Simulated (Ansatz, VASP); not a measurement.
CdSe: VASP beside Ansatz

```
CELL_PARAMETERS angstrom
0.00000 3.04107 3.04107
3.04107 0.00000 3.04107
3.04107 3.04107 0.00000
ATOMIC_POSITIONS crystal
Cd 0.00000 0.00000 0.00000
Se 0.25000 0.25000 0.25000
```

Alike in both runs: task single point; functional PBEsol; k mesh 10 × 10 × 10; occupations gaussian, width 0.02 eV; no spin polarisation.

```csv
,VASP,Ansatz
version,VASP 6.6.1,Ansatz 0.2.0
potentials or method,"VASP PAW PBE potentials, release 64 (Cd, Se)","scalar-relativistic, plane waves, PAW"
plane-wave cutoff (eV),520,600
valence electrons in the cell,18,36
```

|  | VASP | Ansatz | Ansatz less VASP |
| --- | --- | --- | --- |
| gap on the k mesh at the Fermi level (eV) | 0.48 | 0.48 | -0.003 |
| least direct gap on the mesh (eV) | 0.48 | 0.48 | -0.003 |
| pressure (GPa) | 0.3 | 0.0 | -0.34 |

With one functional, cell and mesh, what is left measures potentials, basis and numerics. The two sets of potentials don't hold the same shells in valence. Ansatz warned: «pseudo_functional_mismatch».

Caveats: the PAW data sets were made with another functional, which shifts forces and pressure a little (VASP). A hybrid or GW would open this gap; PBEsol tends to underestimate it.
